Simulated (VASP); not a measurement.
# GeSe: relaxation of cell and atoms with PBE+D3(BJ)

The system is GeSe.

```xyz
8
Lattice="10.7900 0.0000 0.0000 0.0000 3.8200 0.0000 0.0000 0.0000 4.3800" Properties=species:S:1:pos:R:3 pbc="T T T"
Ge    1.3056    2.8650    3.9157
Ge    6.7006    2.8650    2.6543
Ge    4.0894    0.9550    1.7257
Ge    9.4844    0.9550    0.4643
Se    9.1931    2.8650    2.1769
Se    3.7981    2.8650    0.0131
Se    6.9919    0.9550    4.3669
Se    1.5969    0.9550    2.2031
```

```
Program                : VASP 6.6.1
Task                   : relaxation of cell and atoms
Functional             : PBE
Dispersion             : D3(BJ)
Potentials or basis    : VASP PAW PBE potentials, release 64 (Ge_d, Se)
Cutoff                 : 600 eV
k mesh                 : 4 × 8 × 6
Occupations            : gaussian, width 0.03 eV
Spin                   : no spin polarisation
Further INCAR settings : ALGO = Normal; EDIFF = 1e-06; IBRION = 2; EDIFFG = -0.01; NSW = 90; ISIF = 3
```

```
Relaxed volume                         : 23.52 Å³/atom
Relaxed cell                           : a = 10.960 Å, b = 3.882 Å, c = 4.423 Å, α = 90.00°, β = 90.00°, γ = 90.00°
Space group after relaxing (to 0.05 Å) : Pnma (No. 62)
Energy gained by relaxing              : 11.7 meV/atom
Ionic steps                            : 25
Pressure after relaxing                : 0.0 GPa
Largest force after relaxing           : 0.010 eV/Å
Band gap on the k mesh                 : 0.71 eV, indirect (least direct gap 0.89 eV)
Dispersion energy per atom             : -0.358 eV
```

Forces on the atoms (eV/Å):
```
Ge   0.007  0.000 -0.007
Ge   0.007  0.000  0.007
Ge  -0.007  0.000 -0.007
Ge  -0.007  0.000  0.007
Se   0.005  0.000  0.007
Se   0.005  0.000 -0.007
Se  -0.005  0.000  0.007
Se  -0.005  0.000 -0.007
```

The path:
```
step  energy change (eV)  largest force (eV/Å)  pressure (GPa)  volume (Å³)
   1              0.0000                0.2543            3.31       180.53
   2             -0.0416                0.2877           -2.39       193.00
   3             -0.0841                0.1310           -0.08       187.88
   4             -0.0841                0.1262           -0.02       187.73
   5             -0.0878                0.0880            0.00       187.88
   6             -0.0900                0.0458            0.02       188.07
   7             -0.0901                0.0431            0.06       188.10
   8             -0.0912                0.0347           -0.05       188.44
   9             -0.0912                0.0360           -0.21       188.86
  10             -0.0914                0.0347           -0.19       188.67
  11             -0.0920                0.0429            0.00       188.33
  12             -0.0921                0.0472            0.14       188.14
  13             -0.0926                0.0377            0.09       188.16
  14             -0.0932                0.0185            0.04       188.20
  15             -0.0934                0.0170           -0.06       188.33
  16             -0.0934                0.0168           -0.04       188.37
  17             -0.0934                0.0168           -0.09       188.43
  18             -0.0935                0.0168           -0.04       188.34
  19             -0.0936                0.0184            0.02       188.17
  20             -0.0936                0.0183            0.11       188.14
  21             -0.0936                0.0183           -0.02       188.16
  22             -0.0936                0.0183            0.06       188.15
  23             -0.0937                0.0132            0.01       188.18
  24             -0.0937                0.0124           -0.02       188.22
  25             -0.0938                0.0096            0.01       188.18
```

Final structure:
```yaml
crystal:
  lattice:
    - [10.95973, 0.00000, 0.00000]
    - [0.00000, 3.88180, 0.00000]
    - [0.00000, 0.00000, 4.42316]
  atoms:
    - { symbol: Ge, position: [0.12293, 0.75000, 0.89010] }
    - { symbol: Ge, position: [0.62293, 0.75000, 0.60990] }
    - { symbol: Ge, position: [0.37707, 0.25000, 0.39010] }
    - { symbol: Ge, position: [0.87707, 0.25000, 0.10990] }
    - { symbol: Se, position: [0.85450, 0.75000, 0.49865] }
    - { symbol: Se, position: [0.35450, 0.75000, 0.00135] }
    - { symbol: Se, position: [0.64550, 0.25000, 0.99865] }
    - { symbol: Se, position: [0.14550, 0.25000, 0.50135] }
```

Levels at points of the mesh, in eV from the valence-band top:
| k point | band 37 | band 38 | band 39 | band 40 | band 41 | band 42 | band 43 | band 44 |
| --- | --- | --- | --- | --- | --- | --- | --- | --- |
| (0.00, 0.00, 0.00) | -1.38 | -1.07 | -0.82 | -0.18 | 0.71 | 2.65 | 2.69 | 2.69 |
| (0.50, 0.00, 0.00) | -1.67 | -1.67 | -0.44 | -0.44 | 2.37 | 2.37 | 2.42 | 2.42 |
| (0.00, 0.50, 0.00) | -1.38 | -1.38 | -1.18 | -1.18 | 1.12 | 1.12 | 1.23 | 1.23 |
| (0.50, 0.50, 0.00) | -1.50 | -1.50 | -1.50 | -1.50 | 1.50 | 1.50 | 1.50 | 1.50 |
| (0.00, 0.00, 0.50) | -0.96 | -0.96 | -0.39 | -0.39 | 1.24 | 1.24 | 1.94 | 1.94 |
| (0.50, 0.00, 0.50) | -0.57 | -0.57 | -0.52 | -0.52 | 1.29 | 1.29 | 1.93 | 1.93 |
| (0.00, 0.50, 0.50) | -2.14 | -2.14 | -1.51 | -1.51 | 2.86 | 2.86 | 3.23 | 3.23 |
| (0.50, 0.50, 0.50) | -1.46 | -1.46 | -1.46 | -1.46 | 2.57 | 2.57 | 2.57 | 2.57 |

It took 50 min on 2 MPI ranks on Intel(R) Xeon(R) Platinum 8488C (Sapphire Rapids), with other jobs on the host, peak memory 0.67 GiB a rank.

A k mesh can miss the band edges. Zero-point motion and thermal expansion aren't in these numbers.
